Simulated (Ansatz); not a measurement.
**KTaO3 (Pm-3m) under several functionals**

**The experiment to reproduce.**

From “Superconductivity in epitaxially grown LaVO3/KTaO3(111) heterostructures”, 2022, arxiv:2208.05712, for a bulk crystal of KTaO3: lattice constant a 3.989 Å.

Plane-wave DFT in Ansatz with scalar-relativistic PAW potentials. The same structure was relaxed (cell and atoms, symmetry kept) in separate runs at each level. No spin polarisation.

Question: How do the levels PBE, PBEsol, r2SCAN compare?

Answer:
```tsv
level	cutoff (eV)	k mesh	V (Å³/atom)	a (Å)	gap (eV)	B0 (GPa)
PBEsol	420	8×8×8	12.660	3.985	2.14	–
r2SCAN	500	6×6×6	12.706	3.990	2.63	209
PBE	420	8×8×8	13.035	4.024	2.16	188
```

The usual order of volumes, PBEsol < PBE, holds here (12.660, 13.035 Å³/atom). As a rule PBEsol, built on the gradient expansion of slowly varying densities, lies between LDA and PBE; PBE's stronger gradient term for exchange weakens bonds. r2SCAN lies 2.5 % under PBE in volume. B0 goes from 209.0 to 188.0 GPa as the volume grows by 2.6 %; on one curve with B' = 4.4 the volume alone, B ∝ V^(−B'), would give 186.6 GPa, and the rest of the difference is the functional's own stiffness. Each gap belongs to its own cell, so it mixes the functional's effect with that of the volume; gaps are the least found on the k mesh or on a band path.

For PBE: Measured lattice constant a of KTaO3: 3.989 Å (quoted in “Superconductivity in epitaxially grown LaVO3/KTaO3(111) heterostructures”, 2022, arxiv:2208.05712). This calculation gives 4.024 Å (+0.9 %). 2 values of this kind are on record in papers (3.988 to 3.989 Å); this one was drawn at random among those near their median. The calculations are for 0 K without zero-point motion.

Spin-orbit coupling is left out, which matters for the bands of heavy elements.

Symmetry holds off the tilts and polar distortions that many cubic perovskites undergo.